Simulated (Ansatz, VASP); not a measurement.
One calculation of AlAu, two programs

Contents of INCAR:

```
SYSTEM = AlAu
  PREC = Accurate
  ENCUT = 520
  EDIFF = 1E-6
  ISMEAR = 0
  SIGMA = 0.15
  LREAL = .FALSE.
  LASPH = .TRUE.
  NELM = 80
  ALGO = Fast
  ISIF = 2
  LWAVE = .FALSE.
  LCHARG = .FALSE.
  GGA = CA
  NBANDS = 14
```

The input KPOINTS:

```
Automatic mesh
0
G
  14 14 14
  0 0 0
```

File POSCAR:

```
AlAu
1.0
    3.3206602600      0.0000000000      0.0000000000
    0.0000000000      3.3206602600      0.0000000000
    0.0000000000      0.0000000000      3.3206602600
Al Au
1 1
Direct
    0.0000000000      0.0000000000      0.0000000000
    0.5000000000      0.5000000000      0.5000000000
```

Input for Ansatz:

```yaml
crystal:
  lattice:
    - [3.32066026, 0.0, 0.0]
    - [0.0, 3.32066026, 0.0]
    - [0.0, 0.0, 3.32066026]
  atoms:
    - { symbol: Al, position: [0.0, 0.0, 0.0] }
    - { symbol: Au, position: [0.5, 0.5, 0.5] }
basis:
  ecutwfc: 420
kpoints:
  mp_grid: { grid: [14, 14, 14] }
hamiltonian:
  xc: lda
scf:
  occupations: { method: gaussian, width: 0.15 }
output:
  forces: true
  stress: true
  eigenvalues: true
```

Change from the starting cell: strain +0.030 along x and y, +0.030 along z, atoms carried along.

Alike in both runs: task single point; functional LDA; k mesh 14 × 14 × 14; occupations gaussian, width 0.15 eV; no spin polarisation.

|  | VASP | Ansatz |
| --- | --- | --- |
| version | VASP 6.6.1 | Ansatz 0.2.0 |
| potentials or method | VASP PAW LDA potentials, release 64 (Al, Au) | scalar-relativistic, plane waves, PAW |
| plane-wave cutoff (eV) | 520 | 420 |
| valence electrons in the cell | 14 | 22 |

|  | VASP | Ansatz | Ansatz less VASP |
| --- | --- | --- | --- |
| gap on the k mesh at the Fermi level (eV) | none | none | - |
| pressure (GPa) | -13.8 | -14.0 | -0.17 |

A gap of «none» marks a metal or a gap that the smearing closes. The two sets of potentials don't hold the same shells in valence.

Spin-orbit coupling is left out, which matters for the levels of Au.
